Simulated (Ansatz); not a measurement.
**Ti under changes of volume**

One of the cells (16.731 Å³/atom); the others are scaled copies at fixed shape and fractional positions:

```
CELL_PARAMETERS angstrom
0.00000 2.03000 2.03000
2.03000 0.00000 2.03000
2.03000 2.03000 0.00000
ATOMIC_POSITIONS crystal
Ti 0.00000 0.00000 0.00000
```

This isn't the form of Ti at room conditions, which is hcp.

```yaml
Program: Ansatz 0.2.0
Functional: PBE0
Potentials_or_basis: Ansatz PAW
Cutoff: "420 eV (not typed: the program's choice for these potentials)"
k_mesh: 6 × 6 × 6
Occupations: fermi-dirac, width 0.05 eV
Spin: no spin polarisation
```

```tsv
volume (Å³/atom)	energy over the lowest point (meV/atom)	pressure (GPa)
15.727	58.58	13.6
16.062	33.87	10.1
16.396	?	?
16.731	5.16	3.9
17.065	0.00	1.1
17.400	0.23	-1.3
17.735	5.46	-3.6
```

Problem. What does the run at 16.396 Å³/atom give?

Solution. Energy over the lowest point 16.28 meV/atom; pressure 6.8 GPa.

Worked out: A Birch-Murnaghan fit of order 3 (a polynomial in V^(-2/3)) to the other rows has its minimum at 17.22 Å³/atom with B0 = V·E''(V) = 129 GPa and B' = 3.5. It gives 16.30 meV/atom at 16.396 Å³/atom, against the run's 16.28, and -dE/dV = 6.8 GPa, against 6.8.

Energies are extrapolated to zero smearing.

Caveats: all runs use coarse meshes; the PAW data sets come from PBE, with cores solved anew for the run's functional, which leaves a small shift of forces and pressure; the thresholds are loose for stress.
